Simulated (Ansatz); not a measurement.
Structure: ScAlN2, ordered on the rocksalt lattice (R-3m) with 4 atoms a cell, at its r2SCAN minimum. It is trigonal, R-3m (No. 166); a = 3.037 Å, c = 14.746 Å in the conventional setting, 9.82 Å³ an atom. Sc is surrounded by 6 N at 2.20 Å; Al is surrounded by 6 N at 2.09 Å; N is surrounded by 3 Al at 2.09 Å and 3 Sc at 2.20 Å.

4 runs of Ansatz 0.2.0 on this cell differ in the functional (and in the settings that go with it). Levels are in eV from each run's valence top; v1 is the last filled band, c1 the first empty one.

Run A, mean stress +3.6 GPa (compression positive):

| point | v5 | v3 | v1 | c1 | c2 | c3 |
| --- | --- | --- | --- | --- | --- | --- |
| Γ | -2.32 | -0.34 | 0.00 | 3.06 | 3.24 | 3.24 |
| T | -3.17 | -1.93 | -0.93 | 3.00 | 3.41 | 3.41 |
| H₂ | -5.03 | -4.16 | -1.55 | 3.30 | 3.90 | 4.74 |

Run B, mean stress 0.0 GPa (compression positive):

| point | v5 | v3 | v1 | c1 | c2 | c3 |
| --- | --- | --- | --- | --- | --- | --- |
| Γ | -2.37 | -0.34 | 0.00 | 3.49 | 3.65 | 3.65 |
| T | -3.18 | -1.96 | -0.96 | 3.44 | 3.82 | 3.82 |
| H₂ | -5.11 | -4.24 | -1.59 | 3.77 | 4.33 | 5.17 |

Run C, mean stress -1.6 GPa (compression positive):

| point | v5 | v3 | v1 | c1 | c2 | c3 |
| --- | --- | --- | --- | --- | --- | --- |
| Γ | -2.53 | -0.35 | 0.00 | 5.25 | 5.46 | 5.46 |
| T | -3.53 | -2.10 | -1.00 | 5.10 | 5.66 | 5.66 |
| H₂ | -5.58 | -4.58 | -1.75 | 5.46 | 6.12 | 7.15 |

Run D, mean stress -1.6 GPa (compression positive):

| point | v5 | v3 | v1 | c1 | c2 | c3 |
| --- | --- | --- | --- | --- | --- | --- |
| Γ | -2.49 | -0.35 | 0.00 | 4.52 | 4.73 | 4.73 |
| T | -3.47 | -2.06 | -0.99 | 4.37 | 4.93 | 4.93 |
| H₂ | -5.51 | -4.53 | -1.72 | 4.73 | 5.38 | 6.40 |

Question: Match the runs to PBE, r2SCAN, HSE06, PBE0.

Answer: A is PBE, B is r2SCAN, C is PBE0, D is HSE06. In order of the gap: PBE 0.76, r2SCAN 1.18, HSE06 1.90, PBE0 2.60 eV. The stress vanishes for r2SCAN, which relaxed the cell.

These are computed values for a spin-unpolarised cell that may be hypothetical; none is a measurement.

The stress of a hybrid is loosely converged in these runs.
